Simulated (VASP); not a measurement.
# NaF (Villiaumite) (Fm-3m) in VASP: a series of runs, part 2 of 2

VASP 6.6.1. Earlier steps stand in the parts before.

## (3) Relaxation of the atoms, PBE (a relaxed cell with its volume scaled by 0.96)

The input, INCAR:

```
ALGO = Fast
EDIFF = 1E-7
EDIFFG = -0.01
ENCUT = 300
GGA = PE
IBRION = 2
ISIF = 2
ISMEAR = 0
LASPH = True
LCHARG = False
LREAL = False
LWAVE = False
NELM = 80
NSW = 40
PREC = Accurate
SIGMA = 0.03
```

The input, KPOINTS:

```
k-points
0
Gamma
  5 5 5
```

The input, POSCAR:

```
NaF                                     
1.0
    0.0000000000      2.2847255054      2.2847255054
    2.2847255054      0.0000000000      2.2847255054
    2.2847255054      2.2847255054      0.0000000000
  Na              F             
     1     1
Direct
     0.0000000000000000    0.0000000000000000    0.0000000000000000
     0.5000000000000000    0.5000000000000000    0.5000000000000000
```

Potentials or basis: VASP PAW PBE potentials, release 64 (Na_pv, F_s).

Started as:

```console
> cat potpaw_PBE.64/Na_pv/POTCAR potpaw_PBE.64/F_s/POTCAR > POTCAR
> mpirun -np 1 vasp_std > vasp.out
```

OUTCAR:

```text
EDIFF = 1E-7
   EDIFFG = -0.01
   ENCUT = 300
   GGA = PE
   IBRION = 2
   ISIF = 2
   ISMEAR = 0
   LASPH = True
   LREAL = False
   NELM = 80
   NSW = 40
   PREC = Accurate

 ion  position               nearest neighbor table
   1  0.000  0.000  0.000-   2 2.28   2 2.28   2 2.28   2 2.28   2 2.28   2 2.28
   2  0.500  0.500  0.500-   1 2.28   1 2.28   1 2.28   1 2.28   1 2.28   1 2.28

  LATTYP: Found a face centered cubic cell.
 ALAT       =     4.5694510108

  Lattice vectors:

 A1 = (   0.0000000000,   2.2847255054,   2.2847255054)
 A2 = (   2.2847255054,   0.0000000000,   2.2847255054)
 A3 = (   2.2847255054,   2.2847255054,   0.0000000000)

Analysis of symmetry for initial positions (statically):
=====================================================================
 Subroutine PRICEL returns:
 Original cell was already a primitive cell.

 Routine SETGRP: Setting up the symmetry group for a
 face centered cubic supercell.

 Subroutine GETGRP returns: Found 48 space group operations
 (whereof 48 operations were pure point group operations)
 out of a pool of 48 trial point group operations.

The static configuration has the point symmetry O_h .

Analysis of symmetry for dynamics (positions and initial velocities):
=====================================================================
 Subroutine PRICEL returns:
 Original cell was already a primitive cell.

 Routine SETGRP: Setting up the symmetry group for a
 face centered cubic supercell.

 Subroutine GETGRP returns: Found 48 space group operations
 (whereof 48 operations were pure point group operations)
 out of a pool of 48 trial point group operations.

The dynamic configuration has the point symmetry O_h .

 Subroutine INISYM returns: Found 48 space group operations
 (whereof 48 operations are pure point group operations),
 and found     1 'primitive' translations

----------------------------------------------------------------------------------------

                                     Primitive cell

  volume of cell :      23.8524

  direct lattice vectors                    reciprocal lattice vectors
[... 106 lines left out ...]
 Gauss-broadening in eV      SIGMA  =   0.03
  energy-cutoff  :      300.00
  volume of cell :       23.85
 maximum number of plane-waves:       291
 NGX is ok and might be reduce to    18
   NGX =  9   NGY =  9   NGZ =  9

 number of electron      13.9999985 magnetization

 Free energy of the ion-electron system (eV)
  ---------------------------------------------------
  ext. energy  EPLUGINS =         0.00000000
  ---------------------------------------------------
  free energy    TOTEN  =        -8.53865055 eV

  energy without entropy =       -8.53865055  energy(sigma->0) =       -8.53865055

 E-fermi :  -1.5382     XC(G=0):  -9.3554

 val. band max:       -1.7127787450   @ k =   0.0000   0.0000   0.0000
 cond. band min:       4.8315509130   @ k =   0.0000   0.0000   0.0000
 fundamental gap:      6.5443296580
 Fermi energy:        -1.5381799921

 k-point     1 :       0.0000    0.0000    0.0000
  band No.  band energies     occupation
      1     -20.9465      2.00000
      2     -20.5230      2.00000
      3     -20.5230      2.00000
      4     -20.5230      2.00000
      5      -1.7128      2.00000
      6      -1.7128      2.00000
      7      -1.7128      2.00000
      8       4.8316      0.00000
      9      17.5992      0.00000
     10      17.5992      0.00000
     11      17.5993      0.00000
[... 113 lines left out ...]
 k-point    10 :      -0.4000    0.4000    0.2000
  band No.  band energies     occupation
      1     -21.2057      2.00000
      2     -20.6117      2.00000
      3     -20.5957      2.00000
      4     -20.0522      2.00000
      5      -2.8757      2.00000
      6      -2.4349      2.00000
      7      -2.1869      2.00000
      8      10.6947      0.00000
      9      11.9577      0.00000
     10      14.7207      0.00000
     11      16.6065      0.00000

------------------------ aborting loop because EDIFF is reached ----------------------------------------

  FORCE on cell =-STRESS in cart. coord.  units (eV):
  Direction    XX          YY          ZZ          XY          YZ          ZX
  --------------------------------------------------------------------------------------
  -------------------------------------------------------------------------------------
  Total        0.3494046      0.3494046      0.3494046      0.0000000      0.0000000     -0.0000000
  in kB       23.4696764     23.4696764     23.4696764      0.0000000      0.0000000     -0.0000000
  external PRESSURE =      23.4696764 kB  Pullay stress =       0.0000000 kB

 VOLUME and BASIS-vectors are now :
 -----------------------------------------------------------------------------
  energy-cutoff  :      300.00
  volume of cell :       23.85
      direct lattice vectors                 reciprocal lattice vectors
     0.000000000  2.284725505  2.284725505    -0.218844670  0.218844670  0.218844670
     2.284725505  0.000000000  2.284725505     0.218844670 -0.218844670  0.218844670
     2.284725505  2.284725505  0.000000000     0.218844670  0.218844670 -0.218844670

 POSITION                                       TOTAL-FORCE (eV/Angst)
 -----------------------------------------------------------------------------------
      0.00000      0.00000      0.00000        -0.000000     -0.000000      0.000000
      2.28473      2.28473      2.28473         0.000000      0.000000     -0.000000
 -----------------------------------------------------------------------------------
    total drift:                               -0.000000      0.000000      0.000000

  FREE ENERGIE OF THE ION-ELECTRON SYSTEM (eV)
  ---------------------------------------------------
  free  energy   TOTEN  =        -8.5386505455 eV

  energy  without entropy=       -8.5386505455  energy(sigma->0) =       -8.53865055

 reached required accuracy - stopping structural energy minimisation
```

CONTCAR:

```text
NaF
   1.00000000000000
     0.0000000000000000    2.2847255054000000    2.2847255054000000
     2.2847255054000000    0.0000000000000000    2.2847255054000000
     2.2847255054000000    2.2847255054000000    0.0000000000000000
  Na              F
     1     1
Direct
     0.0000000000000000    0.0000000000000000    0.0000000000000000
     0.5000000000000000    0.5000000000000000    0.5000000000000000

  0.00000000E+00  0.00000000E+00  0.00000000E+00
  0.00000000E+00  0.00000000E+00  0.00000000E+00
```

It took 2.4 s on 1 thread of Intel Xeon Platinum 8375C at 2.90GHz (Ice Lake), shared host; peak memory 0.11 GiB.

What came out:

```
Free energy            : -8.5387 eV
Band gap on the k mesh : 6.54 eV, direct
```

Final structure:
```cif
data_structure
_symmetry_space_group_name_H-M 'P 1'
_symmetry_Int_Tables_number 1
_cell_length_a 3.2311
_cell_length_b 3.2311
_cell_length_c 3.2311
_cell_angle_alpha 60.000
_cell_angle_beta 60.000
_cell_angle_gamma 60.000
_cell_volume 23.85
loop_
_atom_site_label
_atom_site_type_symbol
_atom_site_fract_x
_atom_site_fract_y
_atom_site_fract_z
_atom_site_occupancy
Na1 Na 0.00000 0.00000 0.00000 1
F1 F 0.50000 0.50000 0.50000 1
```

Caveat: the k mesh is coarse (spacing up to 0.48 Å⁻¹), so the values aren't converged; the cutoff is under 1.25 times the usual one of these potentials, so pressure, stress and relaxed cells hold a basis-set (Pulay) error; the relaxation stopped at its first step, so nothing moved.

## (4) Relaxation of the atoms, PBE (a relaxed cell with its volume scaled by 0.98)

INCAR is that of step 3.

KPOINTS is that of step 3.

The input, POSCAR:

```
NaF                                     
1.0
    0.0000000000      2.3004827309      2.3004827309
    2.3004827309      0.0000000000      2.3004827309
    2.3004827309      2.3004827309      0.0000000000
  Na              F             
     1     1
Direct
     0.0000000000000000    0.0000000000000000    0.0000000000000000
     0.5000000000000000    0.5000000000000000    0.5000000000000000
```

Potentials or basis: VASP PAW PBE potentials, release 64 (Na_pv, F_s).

Started as:

```console
> cat potpaw_PBE.64/Na_pv/POTCAR potpaw_PBE.64/F_s/POTCAR > POTCAR
> mpirun -np 1 vasp_std > vasp.out
```

OUTCAR:

```text
EDIFF = 1E-7
   EDIFFG = -0.01
   ENCUT = 300
   GGA = PE
   IBRION = 2
   ISIF = 2
   ISMEAR = 0
   LASPH = True
   LREAL = False
   NELM = 80
   NSW = 40
   PREC = Accurate

 ion  position               nearest neighbor table
   1  0.000  0.000  0.000-   2 2.30   2 2.30   2 2.30   2 2.30   2 2.30   2 2.30
   2  0.500  0.500  0.500-   1 2.30   1 2.30   1 2.30   1 2.30   1 2.30   1 2.30

  LATTYP: Found a face centered cubic cell.
 ALAT       =     4.6009654618

  Lattice vectors:

 A1 = (   0.0000000000,   2.3004827309,   2.3004827309)
 A2 = (   2.3004827309,   0.0000000000,   2.3004827309)
[... 315 lines left out ...]
  Direction    XX          YY          ZZ          XY          YZ          ZX
  --------------------------------------------------------------------------------------
  -------------------------------------------------------------------------------------
  Total        0.1525173      0.1525173      0.1525173     -0.0000000      0.0000000      0.0000000
  in kB       10.0355842     10.0355842     10.0355842     -0.0000000      0.0000000      0.0000000
  external PRESSURE =      10.0355842 kB  Pullay stress =       0.0000000 kB

 VOLUME and BASIS-vectors are now :
 -----------------------------------------------------------------------------
  energy-cutoff  :      300.00
  volume of cell :       24.35
      direct lattice vectors                 reciprocal lattice vectors
     0.000000000  2.300482731  2.300482731    -0.217345687  0.217345687  0.217345687
     2.300482731  0.000000000  2.300482731     0.217345687 -0.217345687  0.217345687
     2.300482731  2.300482731  0.000000000     0.217345687  0.217345687 -0.217345687

 POSITION                                       TOTAL-FORCE (eV/Angst)
 -----------------------------------------------------------------------------------
      0.00000      0.00000      0.00000         0.000000      0.000000      0.000000
      2.30048      2.30048      2.30048         0.000000      0.000000      0.000000
 -----------------------------------------------------------------------------------
    total drift:                               -0.000000      0.000000      0.000000

  FREE ENERGIE OF THE ION-ELECTRON SYSTEM (eV)
  ---------------------------------------------------
  free  energy   TOTEN  =        -8.5503360801 eV

  energy  without entropy=       -8.5503360801  energy(sigma->0) =       -8.55033608

 reached required accuracy - stopping structural energy minimisation
```

It took 2.5 s on 1 thread of Intel Xeon Platinum 8375C at 2.90GHz (Ice Lake), shared host; peak memory 0.11 GiB.

Results:

- Free energy: -8.5503 eV
- Band gap on the k mesh: 6.43 eV, direct

Final structure:
```
CELL_PARAMETERS angstrom
0.00000 2.30048 2.30048
2.30048 0.00000 2.30048
2.30048 2.30048 0.00000
ATOMIC_POSITIONS crystal
Na 0.00000 0.00000 0.00000
F 0.50000 0.50000 0.50000
```

Levels at points of the mesh, in eV from the valence-band top:
```csv
k point,band 4,band 5,band 6,band 7,band 8,band 9,band 10,band 11
"(0.00, 0.00, 0.00)",-18.87,0.00,0.00,0.00,6.43,19.16,19.16,19.16
```

Caveat: the k mesh is coarse (spacing up to 0.47 Å⁻¹), so the values aren't converged; the cutoff is under 1.25 times the usual one of these potentials, so pressure, stress and relaxed cells hold a basis-set (Pulay) error; the relaxation stopped at its first step, so nothing moved.

## (5) Relaxation of the atoms, PBE

INCAR is that of step 4.

KPOINTS is that of step 4.

The input, POSCAR:

```
NaF                                     
1.0
    0.0000000000      2.3160270047      2.3160270047
    2.3160270047      0.0000000000      2.3160270047
    2.3160270047      2.3160270047      0.0000000000
  Na              F             
     1     1
Direct
     0.0000000000000000    0.0000000000000000    0.0000000000000000
     0.5000000000000000    0.5000000000000000    0.5000000000000000
```

Started as:

```console
> cat potpaw_PBE.64/Na_pv/POTCAR potpaw_PBE.64/F_s/POTCAR > POTCAR
> mpirun -np 1 vasp_std > vasp.out
```

Wall time 2.9 s (1 thread of Intel Xeon Platinum 8375C at 2.90GHz (Ice Lake), shared host); peak memory 0.11 GiB.

Results (log left out):

| Property | Result |
| --- | --- |
| Free energy | -8.5610 eV |
| Band gap on the k mesh | 6.32 eV, direct |

Final structure:
```
Na F
1.0
     0.00000    2.31603    2.31603
     2.31603    0.00000    2.31603
     2.31603    2.31603    0.00000
Na F
1 1
Direct
  0.00000 0.00000 0.00000
  0.50000 0.50000 0.50000
```

Levels at points of the mesh, in eV from the valence-band top:
```tsv
k point	band 4	band 5	band 6	band 7	band 8	band 9	band 10	band 11
(0.00, 0.00, 0.00)	-18.93	0.00	0.00	0.00	6.32	19.02	19.02	19.02
```

Caveat: the k mesh is coarse (spacing up to 0.47 Å⁻¹), so the values aren't converged; the cutoff is under 1.25 times the usual one of these potentials, so pressure, stress and relaxed cells hold a basis-set (Pulay) error; the relaxation stopped at its first step, so nothing moved. A hybrid or GW would open this gap; PBE tends to underestimate it.

## (6) The runs side by side

```tsv
cell	gap on the mesh (eV)
atoms relaxed from: a relaxed cell with its volume scaled by 0.94	6.67
atoms relaxed from: a relaxed cell with its volume scaled by 0.96	6.54
atoms relaxed from: a relaxed cell with its volume scaled by 0.98	6.43
atoms relaxed	6.32
```

Alike in all rows: task relaxation of the atoms; level PBE; potentials or basis VASP PAW PBE potentials, release 64 (Na_pv, F_s); no spin polarisation; k mesh 5 × 5 × 5; cutoff (eV) 300; smearing gaussian 0.03 eV; the mesh is coarse, so values aren't converged.

Caveats: all runs use coarse meshes; the cutoff is under 1.25 times the usual one of these potentials, so pressure, stress and relaxed cells hold a basis-set (Pulay) error; the relaxation stopped at its first step, so nothing moved.

Total energies depend on the potentials used, so only differences within one code and one set of settings carry meaning.
